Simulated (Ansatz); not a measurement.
CuO:

```
Cu O
1.0
     2.83633    0.00000    0.00000
    -1.41816    2.45633    0.00000
     0.00000    0.00000    2.76811
Cu O
1 1
Cartesian
  0.0000 0.0000 0.0000
  1.4182 0.8188 1.3841
```

Measurements of this composition are mostly on another form, of space group No. 15.

```yaml
Program: Ansatz 0.2.0
Task: relaxation of cell and atoms
Functional: LDA
Potentials_or_basis: Ansatz PAW
Cutoff: "420 eV (not typed: the program's choice for these potentials)"
k_mesh: 11 × 11 × 10
Occupations: fermi-dirac, width 0.05 eV
Spin: no spin polarisation
```

At the start: volume 9.64 Å³/atom.

**Question.** Where does the relaxation end?

**Answer.** It ends after 8 steps and the volume is 8.86 Å³/atom (-8.1 %); space group P-6m2 (No. 187, to 0.05 Å).

The path:
```csv
step,energy change (eV),largest force (eV/Å),volume (Å³)
1,0.0000,0.0000,19.29
2,-0.0883,0.0000,18.48
3,-0.1150,0.0000,17.64
4,-0.1149,0.0000,17.77
5,-0.1150,0.0000,17.76
6,-0.1082,0.0000,17.76
7,-0.1085,0.0000,17.73
8,-0.1083,0.0000,17.73
```

Final structure:
```
Cu O
1.0
     2.79519    0.00000    0.00000
    -1.39760    2.42071    0.00000
     0.00000    0.00000    2.61979
Cu O
1 1
Cartesian
  0.0000 0.0000 0.0000
  1.3976 0.8069 1.3099
```

Caveat: the plane-wave basis is chosen anew once the cell has moved, so the energies of steps on either side of that aren't comparable; the pressure holds a Pulay correction of +1.1 GPa for the finite cutoff; an odd number of electrons without spin polarisation forces a metal; a magnetic or distorted state may lie lower; the run has no spin polarisation, though such a crystal can be magnetic; the PAW data sets come from PBE, with cores solved anew for the run's functional, which leaves a small shift of forces and pressure.
